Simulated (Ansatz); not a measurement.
# Ti (P6_3/mmc) in Ansatz: further runs

The runs below take Ti through elastic constants, with LDA, PBE.

Program: Ansatz 0.2.0. These are calculated values, not measurements. Logs are shortened: lines on timing, memory, paths and dates and some standing lists are left out, and cuts for length are marked.

### 1 The structure

The structure is hexagonal, space group P6_3/mmc (No. 194). The conventional cell has a = 2.950 Å, b = 2.950 Å, c = 4.680 Å, α = 90.00°, β = 90.00°, γ = 120.00°. Ti (site symmetry -6m2) has 12 Ti at 2.89 to 2.95 Å as nearest neighbours.

### 2 Elastic constants, LDA

Input file input.yaml:

```yaml
crystal:
  lattice:
    - [2.95, 0.0, 0.0]
    - [-1.475, 2.5547749412, 0.0]
    - [0.0, 0.0, 4.68]
  atoms:
    - { symbol: Ti, position: [0.6666666667, 0.3333333333, 0.75] }
    - { symbol: Ti, position: [0.3333333333, 0.6666666667, 0.25] }
hamiltonian:
  xc: lda
  pseudopotentials: { kind: paw }
kpoints:
  mp_grid: { grid: [7, 7, 5] }
scf:
  occupations: { method: fermi_dirac, width: 0.05 }
output:
  forces: true
  stress: true
elastic:
  mode: relaxed_ion
  stencil: two_point
```

Potentials or basis: Ansatz PAW.

Launch:

```bash
> ansatz run input.yaml --threads 2 --pin off --max-ram 5632MiB --backend cpu --events-out ev --progress --plain --runs-dir out
```

What it wrote:

```text
Warning: RAYON_NUM_THREADS=2 ignored (pool sized by the plan → 2); use --threads N
Engine: ansatz 0.2.0, x86_64-unknown-linux-gnu
Pseudopotentials: kind: paw
Pseudopotential: Ti, paw, valence charge 12, recommended cutoff 420 eV (normal), Ti.paw.azcp
Functional definition: SPW92
  exchange = slater_x
  correlation = pw_c
Crystal: 2 atoms, lattice volume = 35.271 Å³
Basis set: ecut = 420 eV, 687 PW (Γ)
Bands: 16, of which v1, the nominal top of the filled ones, is band 12 counted from 1 (11 counted from 0)
Symmetry: 24 space group operations
Space group: P63/mmc (ITA 194), of the structure as read, at distance tolerance 3.3e-5 Å
k-points: 24 of 245
Non-local potential: Ti, projectors of the file, l = 0: 3, l = 1: 2, l = 2: 3, l = 3: 1
PAW form: soft (Blöchl's): semilocal exchange-correlation on the pseudo side does not see the compensation charge
PAW frozen core: Ti, regenerated for the run's functional, and the local potential with it (the file was generated under x = pbe(κ = 0.804, μ = 0.2195149727645171), c = pbe(β = 0.06672455060314922))
PAW one-centre angular grid: Ti, 590 points (default); XC on 64 Gauss nodes
Initial density: superposition of atomic densities (neutral atoms: chi_scale 0, normalization atom), corrected by the library's trained network
Initial wavefunctions: pseudopotential atomic-orbital guess
Functional: x = slater, c = lda
SCF iter   1: F=—  HF=-4900.505022 eV  |F-HF|=—  |Δ(HF+E_count)|=         —  Δρ=6.68e-3  dr2=7.36e-3  ethr=1.77e-3  ⟨swp⟩=4.2  Hψ=1554  notcnv=0
preconditioner: auto → none  [metal: Δε(μ)=0.059 eV  Ē_g=2.771 eV  σ=0.050 eV  W_gap=0.29  n_scr=8 (ndim 8)  ℏωp=17.7 eV  f_vac=0.000  D(μ)=2.86/eV (n_scr^D=34)  sad-step TF]
SCF iter   2: F=—  HF=-4900.503368 eV  |F-HF|=—  |Δ(HF+E_count)|=   1.65e-3  Δρ=3.12e-3  dr2=1.43e-3  ethr=3.06e-5  ⟨swp⟩=2.5  Hψ=718  notcnv=0
SCF iter   3: F=—  HF=-4900.503331 eV  |F-HF|=—  |Δ(HF+E_count)|=   3.74e-5  Δρ=4.28e-4  dr2=2.30e-5  ethr=5.97e-6  ⟨swp⟩=2.6  Hψ=599  notcnv=0
SCF iter   4: F=—  HF=-4900.503340 eV  |F-HF|=—  |Δ(HF+E_count)|=   9.35e-6  Δρ=3.65e-5  dr2=4.52e-7  ethr=9.60e-8  ⟨swp⟩=2.0  Hψ=470  notcnv=0
SCF iter   5: F=—  HF=-4900.503334 eV  |F-HF|=—  |Δ(HF+E_count)|=   5.71e-6  Δρ=6.10e-6  dr2=8.00e-9  ethr=1.88e-9  ⟨swp⟩=3.0  Hψ=733  notcnv=0
SCF iter   6: F=—  HF=-4900.503334 eV  |F-HF|=—  |Δ(HF+E_count)|=  4.73e-11  Δρ=9.01e-7  dr2=1.96e-10  ethr=3.33e-11  ⟨swp⟩=2.0  Hψ=670  notcnv=0
SCF iter   7: F=—  HF=-4900.503334 eV  |F-HF|=—  |Δ(HF+E_count)|=  4.82e-11  Δρ=8.29e-8  dr2=9.35e-13  ethr=8.18e-13 (applied; sched 1.00e-12)  ⟨swp⟩=2.8  Hψ=675  notcnv=0
SCF iter   8: F=-4900.503334 eV  HF=-4900.503334 eV  |F-HF|=0.00e0  |Δ(HF+E_count)|=    0.00e0  Δρ=5.26e-9  dr2=4.46e-15  ethr=1.00e-12  ⟨swp⟩=4.0  Hψ=1154  notcnv=0
SCF 1 converged in 8 iterations: F = -4900.503334 eV  dr2 = 4.46e-15
Crystal: 2 atoms, lattice volume = 35.201 Å³
Symmetry: 8 space group operations
k-points: 48 of 245
Initial density: handed on by an earlier stage of this run
Initial wavefunctions: pseudopotential atomic-orbital guess (no wavefunctions were taken with the density)
iter 1 solved again at ethr=2.25e-5 eV; its pass at ethr=3.10e-3 eV (dr2=5.41e-3 eV) is discarded
SCF iter   1: F=—  HF=-4900.509430 eV  |F-HF|=—  |Δ(HF+E_count)|=         —  Δρ=4.92e-3  dr2=5.40e-3  ethr=2.25e-5  ⟨swp⟩=1.0  Hψ=4302  notcnv=0
preconditioner: auto → none  [metal: Δε(μ)=0.064 eV  Ē_g=2.776 eV  σ=0.050 eV  W_gap=0.30  n_scr=8 (ndim 8)  ℏωp=17.7 eV  f_vac=0.000  D(μ)=2.85/eV (n_scr^D=34)]
SCF iter   2: F=—  HF=-4900.507536 eV  |F-HF|=—  |Δ(HF+E_count)|=   1.89e-3  Δρ=8.99e-4  dr2=1.08e-4  ethr=2.25e-5  ⟨swp⟩=3.0  Hψ=1537  notcnv=0
SCF iter   3: F=—  HF=-4900.507514 eV  |F-HF|=—  |Δ(HF+E_count)|=   2.25e-5  Δρ=3.38e-4  dr2=1.27e-5  ethr=4.50e-7  ⟨swp⟩=2.0  Hψ=1071  notcnv=0
SCF iter   4: F=—  HF=-4900.507512 eV  |F-HF|=—  |Δ(HF+E_count)|=   1.42e-6  Δρ=5.20e-5  dr2=5.20e-7  ethr=5.29e-8  ⟨swp⟩=2.0  Hψ=961  notcnv=0
SCF iter   5: F=—  HF=-4900.507513 eV  |F-HF|=—  |Δ(HF+E_count)|=   9.37e-7  Δρ=3.19e-6  dr2=2.51e-9  ethr=2.17e-9  ⟨swp⟩=2.1  Hψ=979  notcnv=0
SCF iter   6: F=—  HF=-4900.507513 eV  |F-HF|=—  |Δ(HF+E_count)|=   1.14e-9  Δρ=7.79e-7  dr2=1.23e-10  ethr=1.04e-11  ⟨swp⟩=2.3  Hψ=1285  notcnv=0
SCF iter   7: F=—  HF=-4900.507513 eV  |F-HF|=—  |Δ(HF+E_count)|=  3.82e-11  Δρ=8.05e-8  dr2=1.04e-12  ethr=5.12e-13 (applied; sched 1.00e-12)  ⟨swp⟩=2.1  Hψ=1264  notcnv=0
SCF iter   8: F=-4900.507513 eV  HF=-4900.507513 eV  |F-HF|=2.73e-12  |Δ(HF+E_count)|=  9.09e-13  Δρ=2.11e-8  dr2=8.24e-14  ethr=1.00e-12  ⟨swp⟩=4.0  Hψ=2523  notcnv=0
SCF 2 converged in 8 iterations: F = -4900.507513 eV  dr2 = 8.24e-14
relax step   1: F+E_penalty+E_count = -4900.50751339 eV  Δ(F+E_penalty+E_count) = +0.000e0 eV  max|allowed force component| = 5.072e-3 eV/Å  Δτ_max = 0.0000 Å  (8 SCF iters, accepted)
Initial wavefunctions: those handed on with the density
iter 1 solved again at ethr=2.20e-8 eV; its pass at ethr=3.10e-3 eV (dr2=5.28e-6 eV) is discarded
[... 141 lines left out ...]
iter 1 solved again at ethr=1.00e-12 eV; its pass at ethr=3.10e-3 eV (dr2=7.62e-14 eV) is discarded
SCF iter   1: F=—  HF=-4900.503322 eV  |F-HF|=—  |Δ(HF+E_count)|=         —  Δρ=4.95e-9  dr2=6.59e-15  ethr=1.00e-12  ⟨swp⟩=1.1  Hψ=6420  notcnv=0
iter 2 did not close the SCF: its close was put off for the readings that it lacked (scf_convergence_deferred on its scf_iter line)
SCF iter   2: F=-4900.503322 eV  HF=-4900.503322 eV  |F-HF|=9.09e-13  |Δ(HF+E_count)|=    0.00e0  Δρ=1.66e-9  dr2=4.89e-16  ethr=4.17e-16 (applied; sched 1.00e-12)  ⟨swp⟩=2.1  Hψ=1902  notcnv=0
iter 3 did not close the SCF: its close was put off for the readings that it lacked (scf_convergence_deferred on its scf_iter line)
SCF iter   3: F=-4900.503322 eV  HF=-4900.503322 eV  |F-HF|=0.00e0  |Δ(HF+E_count)|=  9.09e-13  Δρ=5.84e-10  dr2=6.61e-17  ethr=4.17e-16 (applied; sched 1.00e-12)  ⟨swp⟩=1.0  Hψ=1152  notcnv=0
iter 4 did not close the SCF: its close was put off for the readings that it lacked (scf_convergence_deferred on its scf_iter line)
SCF iter   4: F=-4900.503322 eV  HF=-4900.503322 eV  |F-HF|=9.09e-13  |Δ(HF+E_count)|=  9.09e-13  Δρ=8.37e-11  dr2=9.17e-18  ethr=4.17e-16 (applied; sched 1.00e-12)  ⟨swp⟩=1.0  Hψ=1152  notcnv=0
iter 5 did not close the SCF: its close was put off for the readings that it lacked (scf_convergence_deferred on its scf_iter line)
SCF iter   5: F=-4900.503322 eV  HF=-4900.503322 eV  |F-HF|=1.82e-12  |Δ(HF+E_count)|=    0.00e0  Δρ=2.54e-11  dr2=6.21e-19  ethr=4.17e-16 (applied; sched 1.00e-12)  ⟨swp⟩=1.0  Hψ=1152  notcnv=0
SCF iter   6: F=-4900.503322 eV  HF=-4900.503322 eV  |F-HF|=1.82e-12  |Δ(HF+E_count)|=  1.82e-12  Δρ=4.56e-12  dr2=2.85e-21  ethr=1.00e-12  ⟨swp⟩=1.0  Hψ=2592  notcnv=0
SCF 15 converged in 6 iterations: F = -4900.503322 eV  dr2 = 2.85e-21
SCF converged after 8 iterations
Free energy (F): -4900.503334 eV
Harris-Foulkes:  -4900.503334 eV  (|F-HF|=0.00e0)
Internal energy: -4900.478963 eV  (E = F + TS)
E sigma→0 (E₀):  -4900.491149 eV
Entropy (-TS):   -0.024371 eV (-12.186 meV/atom)
Fermi energy:    12.855287 eV
--- Per-component energies (eV) ---
  E_band       = -323.030280
  E_kinetic    = 543.217787
  E_local      = -1650.073597  (includes V_loc(G=0)·N_el)
  E_nonlocal   = 23.949697
  E_hartree    = 672.527764
  E_xc         = -192.606811
  E_vxc        = -242.339463  (∫ρ·V_xc dr)
  E_paw        = -1997.667039  (= ΣΔE_a)
  E_vpaw       = -342.840432  (= ΣTr[D̂ρ^β])
  E_aug_tail   = 0.000201  (compensation charges beyond the density's cutoff)
  E_ewald      = -2300.478866
  E_core_change = 0.651901  (= ΣΔE_core)
  E_smearing   = -0.024371  (= −TS)
  E_closure    = 0.000000  (closes the sum)
  Σ components = -4900.503334   (vs F -4900.503334, Δ=0.00e0)
--- Forces (eV/Å), atoms counted from 1 ---
  atom   1  Ti     0.00000000     0.00000000     0.00000000
  atom   2  Ti     0.00000000     0.00000000    -0.00000000
  max |Σ_I F_I| component: 1.85e-17 eV/Å
--- Stress (GPa, compression-positive) ---
       -9.643388       0.000000       0.000000
       -0.000000      -9.643388      -0.000000
        0.000000      -0.000000      -9.294899
  P = ⅓ Tr σ = -9.5272 GPa (-95.272 kbar)
--- Band table (eV; the first three rows and the last of 24) ---
  k-point 0: bands = ["-43.4535", "-43.3185", "-20.3487", "-19.7208", "-19.7208", "-19.6540", "-19.6221", "-19.6221", "6.7411", "10.1842", "13.5596", "13.5596", "13.6396", "13.6698", "14.0443", "14.0443"]
  k-point 1: bands = ["-43.4407", "-43.3315", "-20.2847", "-19.7229", "-19.7114", "-19.7114", "-19.6315", "-19.6315", "7.0704", "9.9916", "13.1591", "13.4417", "13.4417", "13.4958", "13.8802", "13.8802"]
  k-point 2: bands = ["-43.4072", "-43.3655", "-20.1150", "-19.9005", "-19.6868", "-19.6868", "-19.6563", "-19.6563", "7.9784", "9.1658", "12.8114", "13.0913", "13.4012", "13.4012", "13.5804", "13.5804"]
  k-point 23: bands = ["-43.3123", "-43.3047", "-20.1766", "-20.1625", "-19.9845", "-19.9266", "-19.7723", "-19.7471", "11.1883", "11.1951", "11.9180", "12.2480", "12.5303", "12.8041", "14.2013", "14.6941"]
--- Elastic constants: 3 strain directions × 2 members + reference (group order 24) ---
  dense FFT box of the reference and of every strained cell: 20×20×32
  strains applied: 11, 33, 23; error gains: componentwise 1.00 (the most a stress slope's error grows in a printed constant), spectral 1.41 (1 for all six strains in a standard setting)
  C = ∂σ_k/∂η_j (tension-positive GPa; Voigt order 11 22 33 23 13 12):
       127.196     74.904     67.010     -0.000      0.000      0.000
        74.904    127.196     67.010     -0.000      0.000     -0.000
        67.331     67.331    150.656     -0.000      0.000      0.000
         0.000     -0.000      0.000     30.842      0.000     -0.000
        -0.000      0.000      0.000      0.000     30.842      0.000
        -0.000      0.000     -0.000     -0.000      0.000     26.146
  reference stress σ⁰ (GPa):      9.643      9.643      9.295      0.000     -0.000     -0.000
  C* (energy form; C + prestress term) asymmetry max|C*_kj − C*_jk| = 2.696e-2 GPa — a small one proves nothing (zero by symmetry where the batch's group is 432, −43m or m−3m); a large one is finite-difference/SCF noise where every solve meets its electron count
  moduli (Voigt/Reuss/Hill, GPa): K = 91.50/91.27/91.39   G = 30.62/29.95/30.28   E = 81.81   ν = 0.351
  mechanically stable: yes (min eigenvalue of sym C = 26.15 GPa)
  strain η (Voigt 11):  stress-route row diagonal C_11 = 127.20 GPa, energy-path curvature d²(F+E_count+ΔE)/dδ²/Ω₀ = 127.36 GPa
         δ    σ_11 (GPa)             F (eV)   n_scf  n_hpsi   n_pw
    -2.000e-3       9.3876       -4900.5075244       6   10342    704   relax 3 steps, max|allowed force component| 1.02e-7 eV/Å
     2.000e-3       9.8963       -4900.4990303       6   10293    706   relax 3 steps, max|allowed force component| 2.77e-7 eV/Å
  strain η (Voigt 33):  stress-route row diagonal C_33 = 150.66 GPa, energy-path curvature d²(F+E_count+ΔE)/dδ²/Ω₀ = 150.41 GPa
         δ    σ_33 (GPa)             F (eV)   n_scf  n_hpsi   n_pw
    -2.000e-3       8.9958       -4900.5073634       6    6462    704   relax 0 steps, max|allowed force component| 1.48e-16 eV/Å
     2.000e-3       9.5984       -4900.4991734       5    5438    704   relax 0 steps, max|allowed force component| 1.48e-16 eV/Å
  strain η (Voigt 23):  stress-route row diagonal C_44 = 30.84 GPa, energy-path curvature d²(F+E_count+ΔE)/dδ²/Ω₀ = 26.08 GPa
         δ    σ_23 (GPa)             F (eV)   n_scf  n_hpsi   n_pw
    -2.000e-3      -0.0617       -4900.5033222       6   15451    704   relax 1 steps, max|allowed force component| 1.64e-5 eV/Å
     2.000e-3       0.0617       -4900.5033222       6   15452    704   relax 1 steps, max|allowed force component| 1.64e-5 eV/Å
```

Wall time 50 s (2 threads of Intel Xeon at 2.50GHz (Skylake/Cascade Lake), shared host); peak memory 0.37 GiB.

What came out:

```yaml
Free_energy: -4900.5033 eV
Pressure: -9.5 GPa
Band_gap_on_the_k_mesh: none (metal or under the smearing width)
Voigt_bulk_modulus: 92 GPa
```

Elastic tensor in Voigt notation (GPa, in the Cartesian axes of the cell as first typed):
```
127  75  67   0   0   0
 75 127  67   0   0   0
 67  67 151   0   0   0
  0   0   0  31   0   0
  0   0   0   0  31   0
  0   0   0   0   0  26
```

Caveat: the cell is more than 3 GPa from zero pressure, which shifts response properties; elastic constants of metals need much finer meshes, so these are rough; the PAW data sets come from PBE, with cores solved anew for the run's functional, which leaves a small shift of forces and pressure.

### 3 Elastic constants, PBE

Edit input.yaml of step 2 so:

```diff
@@ -9,3 +9,3 @@
 hamiltonian:
-  xc: lda
+  xc: pbe
   pseudopotentials: { kind: paw }
@@ -19,3 +19,3 @@
 elastic:
-  mode: relaxed_ion
+  mode: clamped_ion
   stencil: two_point
```

Potentials or basis: Ansatz PAW.

Launch:

```bash
> ansatz run input.yaml --threads 2 --pin off --max-ram 5632MiB --backend cpu --events-out ev --progress --plain --runs-dir out
```

Run time: 29 s. Hardware: 2 threads of Intel Xeon at 2.50GHz (Skylake/Cascade Lake), shared host; peak memory 0.36 GiB.

It converged, with:

```yaml
Free_energy: -4999.3351 eV
Pressure: -1.2 GPa
Band_gap_on_the_k_mesh: none (metal or under the smearing width)
Voigt_bulk_modulus: 108 GPa
```

Stress tensor (GPa, compression positive):
```
-1.41  0.00  0.00
 0.00 -1.41  0.00
 0.00  0.00 -0.89
```

Levels at points of the mesh, in eV from the Fermi level:
```csv
k point,band 8,band 9,band 10,band 11,band 12,band 13,band 14,band 15,band 16
"(0.00, 0.00, 0.00)",-32.76,-6.19,-2.69,0.67,0.73,0.73,0.83,1.21,1.21
```

Elastic tensor in Voigt notation (GPa, ions clamped, in the Cartesian axes of the cell as first typed):
```
185  59  72   0   0   0
 59 185  72   0   0   0
 73  73 193   0   0   0
  0   0   0  39   0   0
  0   0   0   0  39   0
  0   0   0   0   0  63
```

Caveat: elastic constants of metals need much finer meshes, so these are rough.
